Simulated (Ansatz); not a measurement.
## SiC: random displacements

Level of theory: DFT r2SCAN, scalar-relativistic, plane waves, PAW in Ansatz. Settings: plane waves to 500 eV, k-mesh 12×12×6 (Γ-centred), Gaussian smearing 0.05 eV. No spin polarisation. Energies are free energies at this smearing, counted from the undisturbed cell; pressure is positive in compression.

The undisturbed cell (as given, not relaxed at this level):

```xyz
4
Lattice="3.0760 0.0000 0.0000 -1.5380 2.6639 0.0000 0.0000 0.0000 5.0480" Properties=species:S:1:pos:R:3 pbc="T T T"
Si    0.0000    1.7759    0.0000
Si    1.5380    0.8880    2.5240
C     0.0000    1.7759    1.9435
C     1.5380    0.8880    4.4675
```

After a displacement of all atoms with no net shift and a strain of the cell, the run gives ΔE = 461.0 meV/atom; stress (xx, yy, zz, yz, xz, xy; compression positive) (29.29, -1.20, 6.28, 4.19, 15.62, 8.75) GPa; gap on the mesh 2.08 eV.

| atom | Fx (eV/Å) | Fy | Fz |
| --- | --- | --- | --- |
| Si1 | 8.102 | 4.384 | 1.793 |
| Si2 | 2.661 | 0.658 | 1.816 |
| C3 | -2.180 | 0.781 | 1.195 |
| C4 | -8.584 | -5.823 | -4.804 |

Q: Which displacements (Å, in the unstrained cell) and strain were applied?

A:
| atom | ux | uy | uz |
| --- | --- | --- | --- |
| Si1 | -0.07 | 0.03 | 0.02 |
| Si2 | -0.08 | -0.13 | -0.06 |
| C3 | 0.02 | -0.13 | -0.07 |
| C4 | 0.13 | 0.23 | 0.11 |
Strain (Voigt, engineering shear): (0.0039, 0.0012, -0.0029, -0.0034, -0.0147, 0.0097).

Cost: 1 run of about 0.75 core-minutes, on Intel Xeon Platinum 8259CL (Skylake/Cascade Lake) (shared hosts).